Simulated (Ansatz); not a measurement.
# Ag (Fm-3m) in Ansatz: a series of runs

Aim: see how the results for Ag move with the level of theory and the settings. Levels: PBE+D3(BJ)-ATM, PBE+D4. Tasks: relaxation of cell and atoms.

Program: Ansatz 0.2.0. These are calculated values, not measurements. Logs are shortened: lines on timing, memory, paths and dates and some standing lists are left out, and cuts for length are marked.

**1. The structure**

Symmetry: Fm-3m, No. 225, cubic system. The conventional cell has a = 4.085 Å, b = 4.085 Å, c = 4.085 Å, α = 90.00°, β = 90.00°, γ = 90.00°. Ag (site symmetry m-3m) is surrounded by 12 Ag at 2.89 Å.

**2. Relaxation of cell and atoms, PBE+D3(BJ)-ATM**

Contents of input.yaml:

```yaml
crystal:
  lattice:
    - [0.0, 2.04275, 2.04275]
    - [2.04275, 0.0, 2.04275]
    - [2.04275, 2.04275, 0.0]
  atoms:
    - { symbol: Ag, position: [0.0, 0.0, 0.0] }
hamiltonian:
  xc: pbe
  pseudopotentials: { kind: paw }
  dispersion: d3bjatm
kpoints:
  mp_grid: { grid: [11, 11, 11] }
scf:
  occupations: { method: fermi_dirac, width: 0.05 }
output:
  forces: true
  stress: true
  eigenvalues: true
  write_density: true
  write_potential: true
  elf: true
  volumetric_format: npy
relax:
  f_tol: 0.01
  max_steps: 40
  cell: { stress_tol: 0.05 }
```

Potentials or basis: Ansatz PAW.

Run with:

```
$ ansatz run input.yaml --threads 2 --pin off --max-ram 5632MiB --backend cpu --events-out ev --progress --plain --runs-dir out
```

Log:

```text
Warning: RAYON_NUM_THREADS=2 ignored (pool sized by the plan → 2); use --threads N
Engine: ansatz 0.2.0, aarch64-unknown-linux-gnu
Pseudopotentials: kind: paw
Pseudopotential: Ag, paw, valence charge 19, recommended cutoff 420 eV (normal), Ag.paw.azcp
Functional definition: PBE
  parameter kappa = 0.804
  parameter beta = 0.06672455060314922
  exchange = pbe_x(kappa = kappa, mu = beta*pi^2/3)
  correlation = pbe_c(beta = beta)
Crystal: 1 atoms, lattice volume = 17.048 Å³
Basis set: ecut = 420 eV, 331 PW (Γ), exchange–correlation on 40×40×40 points (8 copies of the dense FFT grid, shifted against one another)
Bands: 14, of which v1, the nominal top of the filled ones, is band 10 counted from 1 (9 counted from 0)
Symmetry: 48 space group operations
Space group: Fm-3m (ITA 225), of the structure as read, at distance tolerance 2.6e-5 Å
k-points: 56 of 1331
Non-local potential: Ag, projectors of the file, l = 0: 3, l = 1: 2, l = 2: 2, l = 3: 1
PAW form: soft (Blöchl's): semilocal exchange-correlation on the pseudo side does not see the compensation charge
PAW one-centre angular grid: Ag, 590 points (default); XC on 64 Gauss nodes
Initial density: superposition of atomic densities (neutral atoms: chi_scale 0, normalization atom), corrected by the library's trained network
Initial wavefunctions: pseudopotential atomic-orbital guess
Functional: x = pbe(κ = 0.804, μ = 0.2195149727645171), c = pbe(β = 0.06672455060314922)
SCF iter   1: F=—  HF=-7591.073220 eV  |F-HF|=—  |Δ(HF+E_count)|=         —  Δρ=9.93e-4  dr2=6.36e-5  ethr=1.77e-3  ⟨swp⟩=4.6  Hψ=3981  notcnv=0
preconditioner: auto → none  [metal: Δε(μ)=0.095 eV  Ē_g=16.255 eV  σ=0.050 eV  W_gap=0.44  n_scr=8 (ndim 8)  ℏωp=29.8 eV  f_vac=0.000  D(μ)=0.34/eV (n_scr^D=0)  sad-step TF]
SCF iter   2: F=—  HF=-7591.073411 eV  |F-HF|=—  |Δ(HF+E_count)|=   1.90e-4  Δρ=5.01e-4  dr2=1.22e-5  ethr=3.35e-7  ⟨swp⟩=2.9  Hψ=1722  notcnv=0
SCF iter   3: F=—  HF=-7591.073449 eV  |F-HF|=—  |Δ(HF+E_count)|=   3.87e-5  Δρ=9.90e-5  dr2=3.70e-7  ethr=6.42e-8  ⟨swp⟩=2.0  Hψ=1085  notcnv=0
iter 4 did not close the SCF: its close was put off for the readings that it lacked (scf_convergence_deferred on its scf_iter line)
SCF iter   4: F=-7591.073451 eV  HF=-7591.073451 eV  |F-HF|=8.71e-9  |Δ(HF+E_count)|=   1.89e-6  Δρ=7.50e-6  dr2=3.22e-9  ethr=1.95e-9  ⟨swp⟩=2.0  Hψ=1086  notcnv=0
iter 5 did not close the SCF: its close was put off for the readings that it lacked (scf_convergence_deferred on its scf_iter line)
SCF iter   5: F=-7591.073451 eV  HF=-7591.073451 eV  |F-HF|=9.09e-12  |Δ(HF+E_count)|=   9.19e-9  Δρ=3.72e-7  dr2=1.84e-11  ethr=1.70e-11  ⟨swp⟩=2.1  Hψ=1093  notcnv=0
SCF iter   6: F=-7591.073451 eV  HF=-7591.073451 eV  |F-HF|=7.28e-12  |Δ(HF+E_count)|=  1.82e-12  Δρ=2.42e-7  dr2=8.83e-12  ethr=1.00e-12  ⟨swp⟩=4.5  Hψ=3289  notcnv=0
SCF 1 converged in 6 iterations: F = -7591.073451 eV  dr2 = 8.83e-12
[... 20 lines left out ...]
Initial wavefunctions: pseudopotential atomic-orbital guess (no wavefunctions were taken with the density)
iter 1 solved again at ethr=6.53e-9 eV; its pass at ethr=3.10e-3 eV (dr2=1.24e-6 eV) is discarded
SCF iter   1: F=—  HF=-7591.073456 eV  |F-HF|=—  |Δ(HF+E_count)|=         —  Δρ=1.11e-5  dr2=1.16e-8  ethr=6.53e-9  ⟨swp⟩=3.0  Hψ=6178  notcnv=0
preconditioner: auto → none  [metal: Δε(μ)=0.095 eV  Ē_g=16.270 eV  σ=0.050 eV  W_gap=0.44  n_scr=8 (ndim 8)  ℏωp=29.8 eV  f_vac=0.000  D(μ)=0.34/eV (n_scr^D=0)]
SCF iter   2: F=—  HF=-7591.073457 eV  |F-HF|=—  |Δ(HF+E_count)|=   1.04e-6  Δρ=5.98e-6  dr2=2.31e-9  ethr=6.12e-11  ⟨swp⟩=1.3  Hψ=823  notcnv=0
SCF iter   3: F=—  HF=-7591.073457 eV  |F-HF|=—  |Δ(HF+E_count)|=  4.30e-10  Δρ=2.64e-6  dr2=1.10e-9  ethr=1.22e-11  ⟨swp⟩=2.0  Hψ=1321  notcnv=0
SCF iter   4: F=-7591.073457 eV  HF=-7591.073457 eV  |F-HF|=3.64e-12  |Δ(HF+E_count)|=  3.15e-10  Δρ=3.04e-7  dr2=3.68e-12  ethr=1.00e-12  ⟨swp⟩=4.0  Hψ=3331  notcnv=0
SCF 4 converged in 4 iterations: F = -7591.073457 eV  dr2 = 3.68e-12
relax step   4: F+E_penalty+E_count = -7591.07345719 eV  Δ(F+E_penalty+E_count) = +7.420e-6 eV  max|allowed force component| = 0.000e0 eV/Å  Δτ_max = 0.0000 Å  P = +0.000 GPa  Ω = 17.031 Å³  stress off target by 1.10e-4 GPa  SCF on the basis re-selected at this cell (its energy is not comparable with the rows above)  (4 SCF iters)
basis re-selected at this cell: Δ(F+E_penalty+E_count) = +7.420e-6 eV, ΔP = +0.000 GPa vs the last step (what re-selecting the basis moved, of the pressure what is left beyond the Pulay correction that the steps carried, after the strain that the cell walked since its last selection, with what the two solves' SCF thresholds leave and, on support functions, any second-order correction that the steps lacked; it is no measure of the basis error at this ecutwfc). This SCF's stress stands 1.10e-4 GPa from its target on what of the cell is left free (relax.cell.stress_tol is 5.00e-2 GPa) and its largest allowed force component is 0.00e0 eV/Å (relax.f_tol is 1.00e-2 eV/Å): within both
SCF converged after 4 iterations
Free energy (F): -7591.073457 eV
Harris-Foulkes:  -7591.073457 eV  (|F-HF|=3.64e-12)
Internal energy: -7591.070743 eV  (E = F + TS)
E sigma→0 (E₀):  -7591.072100 eV
Entropy (-TS):   -0.002714 eV (-2.714 meV/atom)
Fermi energy:    17.636054 eV
--- Per-component energies (eV) ---
  E_band       = -233.745216
  E_kinetic    = 527.518239
  E_local      = -2191.631250  (includes V_loc(G=0)·N_el)
  E_nonlocal   = 79.831725
  E_hartree    = 998.480694
  E_xc         = -185.092323
  E_vxc        = -235.213669  (∫ρ·V_xc dr)
  E_paw        = -3901.838639  (= ΣΔE_a)
  E_vpaw       = -411.212037  (= ΣTr[D̂ρ^β])
  E_aug_tail   = 0.000328  (compensation charges beyond the density's cutoff)
  E_ewald      = -2917.811882
  E_disp       = -0.527635  (pairwise vdW)
  E_smearing   = -0.002714  (= −TS)
  E_closure    = -0.000000  (closes the sum)
  Σ components = -7591.073457   (vs F -7591.073457, Δ=0.00e0)
--- Forces (eV/Å), atoms counted from 1 ---
  atom   1  Ag    -0.00000000    -0.00000000    -0.00000000
  max |Σ_I F_I| component: 3.29e-32 eV/Å
--- Stress (GPa, compression-positive) ---
        0.000110      -0.000000       0.000000
       -0.000000       0.000110      -0.000000
        0.000000      -0.000000       0.000110
  P = ⅓ Tr σ = 0.0001 GPa (0.001 kbar)
--- Band table (eV; the first three rows and the last of 56) ---
  k-point 0: bands = ["-74.5874", "-37.9775", "-37.9775", "-37.9775", "9.6007", "12.5943", "12.5943", "12.5943", "13.6346", "13.6346", "33.2785", "36.8662", "36.8662", "36.8662"]
  k-point 1: bands = ["-74.5860", "-37.9906", "-37.9795", "-37.9795", "9.8568", "12.5389", "12.6631", "12.6631", "13.6104", "13.6104", "33.2555", "35.1204", "36.9784", "36.9784"]
  k-point 2: bands = ["-74.5823", "-38.0258", "-37.9848", "-37.9848", "10.5239", "12.5029", "12.7863", "12.7863", "13.6198", "13.6198", "31.1109", "34.1524", "37.1435", "37.1435"]
  k-point 55: bands = ["-74.5645", "-38.0925", "-38.0837", "-38.0381", "11.7053", "12.1185", "12.5408", "13.6556", "14.5828", "22.7506", "22.9340", "24.7200", "26.6101", "38.4329"]
--- Relaxed structure (3 steps of the walk, 3 accepted, 1 SCFs on fresh bases) ---
  F+E_penalty+E_count = -7591.07345719 eV   max|allowed force component| = 0.000e0 eV/Å   (the final SCF, on the basis selected at the relaxed cell)
  cell:  # Å, volume = 17.0308 Å³
    - [1.3818211069678762e-34, 2.042057643932469, 2.042057643932469]
    - [2.042057643932469, 1.1146126321959103e-34, 2.042057643932469]
    - [2.042057643932469, 2.042057643932469, -6.563277061903596e-35]
  atoms:
    - { symbol: Ag, position: [0.0, 0.0, 0.0] }
```

v_z.tsv:

```text
# z_ang	v_es[eV]	v_tot[eV]
# format = ansatz-planar-average/11
# xc	pbe
# density_cutoff_ev	1680
# datasets	Ag=:simpson_from_first_knot:soft
# lattice	0.000000000	2.042057644	2.042057644
# lattice	2.042057644	0.000000000	2.042057644
# lattice	2.042057644	2.042057644	-0.000000000
# sites	1
# site	47	0.000000000	0.000000000	0.000000000
0.000000	4.737723e0	-1.024619e1
0.144395	5.029440e0	-9.810858e0
0.288791	5.890199e0	-8.537196e0
0.433186	7.268545e0	-6.515827e0
0.577581	9.066604e0	-3.903214e0
0.721976	1.113378e1	-9.247769e-1
[... 12 lines left out ...]
2.599115	5.890199e0	-8.537196e0
2.743510	5.029440e0	-9.810858e0
```

It took 3.8 s on 2 threads of Arm Neoverse N1, shared host; peak memory 0.27 GiB.

What came out:

* Free energy: -7591.0735 eV
* Relaxed volume: 17.03 Å³/atom
* Relaxed cell: a = 2.888 Å, b = 2.888 Å, c = 2.888 Å, α = 60.00°, β = 60.00°, γ = 60.00°
* Space group after relaxing (to 0.05 Å): Fm-3m (No. 225)
* Energy gained by relaxing: 0.0 meV/atom
* Ionic steps: 4
* Pressure after relaxing: 0.0 GPa
* Band gap on the k mesh: none (metal or under the smearing width)

Final structure:
```
CELL_PARAMETERS angstrom
0.00000 2.04206 2.04206
2.04206 0.00000 2.04206
2.04206 2.04206 0.00000
ATOMIC_POSITIONS crystal
Ag 0.00000 0.00000 0.00000
```

Caveat: the plane-wave basis is chosen anew once the cell has moved, so the energies of steps on either side of that aren't comparable; pairwise dispersion overbinds metals, which lowers pressure and volume.

**3. Relaxation of cell and atoms, PBE+D4**

Edit input.yaml of step 2 so:

```diff
@@ -10,3 +10,3 @@
   pseudopotentials: { kind: paw }
-  dispersion: d3bjatm
+  dispersion: d4
 kpoints:
@@ -19,6 +19,2 @@
   eigenvalues: true
-  write_density: true
-  write_potential: true
-  elf: true
-  volumetric_format: npy
 relax:
```

Potentials or basis: Ansatz PAW.

Run with:

```
$ ansatz run input.yaml --threads 2 --pin off --max-ram 5632MiB --backend cpu --events-out ev --progress --plain --runs-dir out
```

It took 4 s on 2 threads of Arm Neoverse N1, shared host; peak memory 0.26 GiB.

The run converged. Its results:

```
Free energy                            : -7591.1145 eV
Relaxed volume                         : 16.96 Å³/atom
Relaxed cell                           : a = 2.884 Å, b = 2.884 Å, c = 2.884 Å, α = 60.00°, β = 60.00°, γ = 60.00°
Space group after relaxing (to 0.05 Å) : Fm-3m (No. 225)
Energy gained by relaxing              : 0.2 meV/atom
Ionic steps                            : 4
Pressure after relaxing                : 0.0 GPa
Band gap on the k mesh                 : none (metal or under the smearing width)
```

The path:
```tsv
step	energy change (eV)	largest force (eV/Å)	volume (Å³)
1	0.0000	0.0000	17.05
2	-0.0001	0.0000	16.89
3	-0.0002	0.0000	16.96
4	-0.0002	0.0000	16.96
```

Final structure:
```yaml
crystal:
  lattice:
    - [0.00000, 2.03931, 2.03931]
    - [2.03931, 0.00000, 2.03931]
    - [2.03931, 2.03931, 0.00000]
  atoms:
    - { symbol: Ag, position: [0.00000, 0.00000, 0.00000] }
```

Levels at points of the mesh, in eV from the Fermi level:
```
           k point  band 8  band 9  band 10  band 11  band 12  band 13
(0.00, 0.00, 0.00)   -5.05   -4.01    -4.01    15.65    19.26    19.26
```

Caveat: the plane-wave basis is chosen anew once the cell has moved, so the energies of steps on either side of that aren't comparable; pairwise dispersion overbinds metals, which lowers pressure and volume.
